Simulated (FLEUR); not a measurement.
Here is a FLEUR MaX-R8.1 (later development tree) calculation.

The input inp.xml:

```xml
<?xml version="1.0" encoding="UTF-8" standalone="no"?>
<fleurInput fleurInputVersion="0.39">
   <comment>
      Ti                                                                                                  
   </comment>
   <calculationSetup>
      <cutoffs Kmax="4.1" Gmax="12.7" GmaxXC="12.7" numbands="0"/>
      <scfLoop itmax="80" minDistance="0.0001" maxIterBroyd="30" imix="Anderson" alpha="0.05" precondParam="0.0" spinf="2.0" sdNocoIR="T"/>
      <coreElectrons ctail="F" frcor="F" kcrel="0" coretail_lmax="0"/>
      <xcFunctional name="LibXC" relativisticCorrections="F">
         <LibXCName exchange="mgga_x_r2scan" correlation="mgga_c_r2scan"/>
         <AuxGGA exchange="117" correlation="130"/>
      </xcFunctional>
      <magnetism jspins="1"/>
      <soc l_soc="F" theta="0.0" phi="0.0" spav="F"/>
      <expertModes spex="0" secvar="F"/>
      <geometryOptimization l_f="F" forcealpha="1.0" forcemix="BFGS" epsdisp="0.00001" epsforce="0.00001"/>
      <ldaU l_linMix="F" mixParam="0.05" spinf="1.0"/>
   </calculationSetup>
   <cell>
      <bzIntegration valenceElectrons="12.0" mode="hist" fermiSmearingEnergy="0.00183747">
         <kPointListSelection listName="default-1"/>
         <!-- k-points included here -->
         <xi:include xmlns:xi="http://www.w3.org/2001/XInclude" href="kpts.xml"> </xi:include>
      </bzIntegration>
      <!-- symmetry operations included here -->
      <xi:include xmlns:xi="http://www.w3.org/2001/XInclude" href="sym.xml"> </xi:include>
      <bulkLattice scale="1.0">
         <bravaisMatrix>
            <row-1>    0.0000000000000000     3.8361440329379994     3.8361440329379994</row-1>
            <row-2>    3.8361440329379994     0.0000000000000000     3.8361440329379994</row-2>
            <row-3>    3.8361440329379994     3.8361440329379994     0.0000000000000000</row-3>
         </bravaisMatrix>
      </bulkLattice>
   </cell>
   <atomSpecies>
      <species name="Titanium (Ti)" element="Ti" atomicNumber="22">
         <mtSphere radius="2.51" gridPoints="829" logIncrement="0.015"/>
         <atomicCutoffs lmax="10" lnonsphr="10"/>
         <electronConfig flipSpins="F">
            <coreConfig>(1s1/2) (2s1/2) (2p1/2) (2p3/2)</coreConfig>
            <valenceConfig>(3s1/2) (3p1/2) (3p3/2) (4s1/2) (3d3/2) (3d5/2)</valenceConfig>
            <stateOccupation state="(3d3/2)" spinUp="0.400000" spinDown="0.400000"/>
            <stateOccupation state="(3d5/2)" spinUp="0.600000" spinDown="0.600000"/>
         </electronConfig>
         <energyParameters s="4" p="4" d="3" f="4"/>
         <lo type="SCLO" l="0" n="3" eDeriv="0"/>
         <lo type="SCLO" l="1" n="3" eDeriv="0"/>
         <lo type="SCLO" l="1" n="3" eDeriv="1"/>
         <lo type="SCLO" l="2" n="3" eDeriv="2"/>
         <lo type="SCLO" l="3" n="4" eDeriv="2"/>
      </species>
   </atomSpecies>
   <atomGroups>
      <atomGroup species="Titanium (Ti)">
         <relPos label="                   1">.0000000000 .0000000000 .0000000000</relPos>
         <force calculate="T" relaxXYZ="TTT"/>
      </atomGroup>
   </atomGroups>
   <output dos="F" band="F" slice="F">
      <checks vchk="F" cdinf="F"/>
      <bandDOS minEnergy="-.5*Htr" maxEnergy="0.5*Htr" sigma="0.015" storeEVData="T"/>
      <vacuumDOS vacdos="F" integ="F" star="F" nstars="0" locx1="0.0" locy1="0.0" locx2="0.0" locy2="0.0" nstm="0" tworkf="0.0"/>
      <unfoldingBand unfoldBand="F" supercellX="1" supercellY="1" supercellZ="1"/>
      <plotting iplot="0" polar="F">
         <plot TwoD="T" vec1="  1.0  0.0  0.0" vec2="  0.0  1.0  0.0" vec3="  0.0  0.0  1.0" zero="  0.0  0.0  0.0" file="plot"/>
      </plotting>
      <chargeDensitySlicing numkpt="0" minEigenval="0.0" maxEigenval="0.0" nnne="0" pallst="F"/>
      <specialOutput eonly="F"/>
      <moessbauerParams electricFieldGradient="T" isomerShift="T" coreHyperfine="T" valenceHyperfine="T"/>
      <magneticCircularDichroism mcd="F" energyLo="-10.0" energyUp="0.0"/>
   </output>
  <!-- We include the file relax.xml here to enable relaxations (see documentation) -->
  <xi:include xmlns:xi="http://www.w3.org/2001/XInclude" href="relax.xml"> <xi:fallback/> </xi:include>
</fleurInput>
```

crystal.txt

```
Ti
&input cartesian=F /
0.0000000000  2.0300000000  2.0300000000
2.0300000000  0.0000000000  2.0300000000
2.0300000000  2.0300000000  0.0000000000
1.8897261246
1.0 1.0 1.0

1
22 0.0000000000  0.0000000000  0.0000000000

&kpt div1=11 div2=11 div3=11 gamma=T /
```

inp.xml (bands)

```
<?xml version="1.0" encoding="UTF-8" standalone="no"?>
<fleurInput fleurInputVersion="0.39">
   <comment>
      Ti                                                                                                  
   </comment>
   <calculationSetup>
      <cutoffs Kmax="4.1" Gmax="12.7" GmaxXC="12.7" numbands="0"/>
      <scfLoop itmax="80" minDistance="0.0001" maxIterBroyd="30" imix="Anderson" alpha="0.05" precondParam="0.0" spinf="2.0" sdNocoIR="T"/>
      <coreElectrons ctail="F" frcor="F" kcrel="0" coretail_lmax="0"/>
      <xcFunctional name="LibXC" relativisticCorrections="F">
         <LibXCName exchange="mgga_x_r2scan" correlation="mgga_c_r2scan"/>
         <AuxGGA exchange="117" correlation="130"/>
      </xcFunctional>
      <magnetism jspins="1"/>
      <soc l_soc="F" theta="0.0" phi="0.0" spav="F"/>
      <expertModes spex="0" secvar="F"/>
      <geometryOptimization l_f="F" forcealpha="1.0" forcemix="BFGS" epsdisp="0.00001" epsforce="0.00001"/>
      <ldaU l_linMix="F" mixParam="0.05" spinf="1.0"/>
   </calculationSetup>
   <cell>
      <bzIntegration valenceElectrons="12.0" mode="hist" fermiSmearingEnergy="0.00183747">
         <kPointListSelection listName="path-1"/>
         <!-- k-points included here -->
         <xi:include xmlns:xi="http://www.w3.org/2001/XInclude" href="kpts.xml"> </xi:include>
      </bzIntegration>
      <!-- symmetry operations included here -->
      <xi:include xmlns:xi="http://www.w3.org/2001/XInclude" href="sym.xml"> </xi:include>
      <bulkLattice scale="1.0">
         <bravaisMatrix>
            <row-1>    0.0000000000000000     3.8361440329379994     3.8361440329379994</row-1>
            <row-2>    3.8361440329379994     0.0000000000000000     3.8361440329379994</row-2>
            <row-3>    3.8361440329379994     3.8361440329379994     0.0000000000000000</row-3>
         </bravaisMatrix>
      </bulkLattice>
   </cell>
   <atomSpecies>
      <species name="Titanium (Ti)" element="Ti" atomicNumber="22">
         <mtSphere radius="2.51" gridPoints="829" logIncrement="0.015"/>
         <atomicCutoffs lmax="10" lnonsphr="10"/>
         <electronConfig flipSpins="F">
            <coreConfig>(1s1/2) (2s1/2) (2p1/2) (2p3/2)</coreConfig>
            <valenceConfig>(3s1/2) (3p1/2) (3p3/2) (4s1/2) (3d3/2) (3d5/2)</valenceConfig>
            <stateOccupation state="(3d3/2)" spinUp="0.400000" spinDown="0.400000"/>
            <stateOccupation state="(3d5/2)" spinUp="0.600000" spinDown="0.600000"/>
         </electronConfig>
         <energyParameters s="4" p="4" d="3" f="4"/>
         <lo type="SCLO" l="0" n="3" eDeriv="0"/>
         <lo type="SCLO" l="1" n="3" eDeriv="0"/>
         <lo type="SCLO" l="1" n="3" eDeriv="1"/>
         <lo type="SCLO" l="2" n="3" eDeriv="2"/>
         <lo type="SCLO" l="3" n="4" eDeriv="2"/>
      </species>
   </atomSpecies>
   <atomGroups>
      <atomGroup species="Titanium (Ti)">
         <relPos label="                   1">.0000000000 .0000000000 .0000000000</relPos>
         <force calculate="T" relaxXYZ="TTT"/>
      </atomGroup>
   </atomGroups>
   <output dos="F" band="T" slice="F">
      <checks vchk="F" cdinf="F"/>
      <bandDOS minEnergy="-.5*Htr" maxEnergy="0.5*Htr" sigma="0.015" storeEVData="T"/>
      <vacuumDOS vacdos="F" integ="F" star="F" nstars="0" locx1="0.0" locy1="0.0" locx2="0.0" locy2="0.0" nstm="0" tworkf="0.0"/>
      <unfoldingBand unfoldBand="F" supercellX="1" supercellY="1" supercellZ="1"/>
      <plotting iplot="0" polar="F">
         <plot TwoD="T" vec1="  1.0  0.0  0.0" vec2="  0.0  1.0  0.0" vec3="  0.0  0.0  1.0" zero="  0.0  0.0  0.0" file="plot"/>
      </plotting>
      <chargeDensitySlicing numkpt="0" minEigenval="0.0" maxEigenval="0.0" nnne="0" pallst="F"/>
      <specialOutput eonly="F"/>
      <moessbauerParams electricFieldGradient="T" isomerShift="T" coreHyperfine="T" valenceHyperfine="T"/>
      <magneticCircularDichroism mcd="F" energyLo="-10.0" energyUp="0.0"/>
   </output>
  <!-- We include the file relax.xml here to enable relaxations (see documentation) -->
  <xi:include xmlns:xi="http://www.w3.org/2001/XInclude" href="relax.xml"> <xi:fallback/> </xi:include>
</fleurInput>
```

Potentials or basis: all-electron, FLAPW.

Launch:

```sh
$ inpgen -f crystal.txt -profile fastHighL
$ # inp.xml edited to the form shown
$ fleur_MPI
$ fleur_MPI   # second run, on inp.xml (bands)
```

Question: What does it give for the band gap along the path?

Answer: None (metal or under the smearing width).

Core levels (eV from the Fermi level):
```
atom                                                   levels
1 Ti  1s1/2 -4863.1, 2s1/2 -531.3, 2p1/2 -442.3, 2p3/2 -436.5
```

Caveat: the meta-GGA is that of a development version, with a GGA for the radial functions and cores and without core tails.
